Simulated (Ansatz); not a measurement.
# SrO: the cost of one run

Method: reference: DFT, HSE06, plane waves, PAW, in Ansatz 0.2.0.

4 further runs of the same task are left out: 4 that didn't finish.

### 1 The starting structure

It takes space group P6_3/mmc (No. 194, hexagonal). The conventional cell has a = 4.270 Å, b = 4.270 Å, c = 5.144 Å, α = 90.00°, β = 90.00°, γ = 120.00°. Sr (site symmetry -6m2) is surrounded by 5 O at 2.47 to 2.57 Å. Around O (site symmetry -6m2) lie 5 Sr at 2.47 to 2.57 Å.

As a file:

```
Sr O
1.0
     4.27003    0.00000    0.00000
    -2.13501    3.69795    0.00000
     0.00000    0.00000    5.14446
Sr O
2 2
Direct
  0.33333 0.66667 0.25000
  0.66667 0.33333 0.75000
  0.66667 0.33333 0.25000
  0.33333 0.66667 0.75000
```

### 2 Reference

The input, input.yaml:

```yaml
crystal:
  lattice:
    - [4.2700252809, 0.0, 0.0]
    - [-2.1350126404, 3.697950368, 0.0]
    - [0.0, 0.0, 5.1444569793]
  atoms:
    - { symbol: Sr, position: [0.3333333333, 0.6666666667, 0.25] }
    - { symbol: Sr, position: [0.6666666667, 0.3333333333, 0.75] }
    - { symbol: O, position: [0.6666666667, 0.3333333333, 0.25] }
    - { symbol: O, position: [0.3333333333, 0.6666666667, 0.75] }
kpoints:
  mp_grid: { grid: [6, 6, 2] }
hamiltonian:
  xc: hse06
scf:
  occupations: { method: fixed }
  n_extra_bands: 5
output:
  forces: true
  stress: true
  eigenvalues: true
```

Launch:

```bash
$ ansatz run input.yaml --threads 4 --pin off --max-ram 3686MiB --backend cpu --events-out ev --progress --plain --runs-dir out
```

Q: Estimate wall time and peak memory on 4 threads of an x86-64 CPU, shared host.

About 27 s, with a peak of 1.1 GiB.
